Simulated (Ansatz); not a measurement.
Task: a single point from a YAML input of NaH, space group Fm-3m, with Ansatz's Python interface. Give the script and its output. Settings: PBE, PAW, cutoff 490 eV, 6×6×6 k-points, fixed occupations.

```
Na H
1.0
     0.00000    2.44000    2.44000
     2.44000    0.00000    2.44000
     2.44000    2.44000    0.00000
Na H
1 1
Direct
  0.00000 0.00000 0.00000
  0.50000 0.50000 0.50000
```

Script `nah.py`:
```python
"""NaH from YAML text."""

import warnings

import ansatz as az
import numpy as np
import pandas as pd

INPUT = """
crystal:
  lattice:
    - [0.0, 2.44, 2.44]
    - [2.44, 0.0, 2.44]
    - [2.44, 2.44, 0.0]
  atoms:
    - { symbol: Na, position: [0.0, 0.0, 0.0] }
    - { symbol: H, position: [0.5, 0.5, 0.5] }
kpoints:
  mp_grid: { grid: [6, 6, 6] }
hamiltonian:
  xc: pbe
scf:
  occupations: { method: fixed }
  mixing: { preconditioner: local_kerker }
basis:
  ecutwfc: "18 Ha"
output:
  forces: true
  stress: true
"""


def main() -> None:
    warnings.simplefilter("ignore", az.DeckWarning)

    res = az.Session.from_yaml(INPUT).plan(threads=1).execute()
    summary = res.report

    energy = summary["free_energy_ev"]
    print("NaH: {:.6f} eV = {:.6f} Ry = {:.6f} Ha".format(energy, energy / 13.605693, energy / 27.211386))
    print("Fermi level {:.4f} eV, {} k-points, {} symmetry operations".format(summary["fermi_energy_ev"], summary["n_kpoints"], summary["n_symmetry_ops"]))

    # forces, one row an atom
    table = pd.DataFrame(summary["forces_ev_ang"], columns=["fx", "fy", "fz"])
    table.insert(0, "atom", [site["symbol"] for site in summary["lattice"]["sites"]])
    print(table.round(4).to_string())

    # pressure is a third of the trace
    print("pressure by term (GPa)")
    for term, tensor in summary["stress_terms_gpa"].items():
        if np.any(tensor):
            print(f"  {term:28s} {np.trace(np.array(tensor)) / 3:12.3f}")
    print(f"  {'total':28s} {np.trace(np.array(summary['stress_gpa'])) / 3:12.3f}")


if __name__ == "__main__":
    main()
```

```console
$ python nah.py
NaH: -1502.680522 eV = -110.444982 Ry = -55.222491 Ha
Fermi level 0.6351 eV, 16 k-points, 48 symmetry operations
  atom   fx   fy   fz
0   Na -0.0  0.0 -0.0
1    H  0.0  0.0  0.0
pressure by term (GPa)
  kinetic                           492.572
  hartree                           883.196
  ewald                           -1072.801
  local_pseudopotential            -678.012
  nonlocal_pseudopotential          -88.055
  augmentation                      545.616
  nlcc                               -1.286
  xc                                -81.921
  augmentation_tail                   0.014
  scf_correction                     -0.000
  pulay_correction                    0.024
  total                              -0.654
```

Caveats:
- These settings explore the input space; cutoff and mesh may be short of convergence.
- Under fixed occupations the level called the Fermi level is the highest filled one on the SCF mesh; off the mesh a filled band can lie a little above it.
- The zero of the levels is a convention of the potentials, so an absolute Fermi energy is no work function.
- Pressure is positive in compression.
- The starting cell is as deposited in a crystallographic database; the results hold for this polymorph, which needn't be the stable one.
- Run time: 0.4 s on 1 thread of AMD EPYC 9R05 (Zen 5), on a shared host, peak memory 0.35 GiB.

(Lines on the test bed's own set-up are left out of the output.)
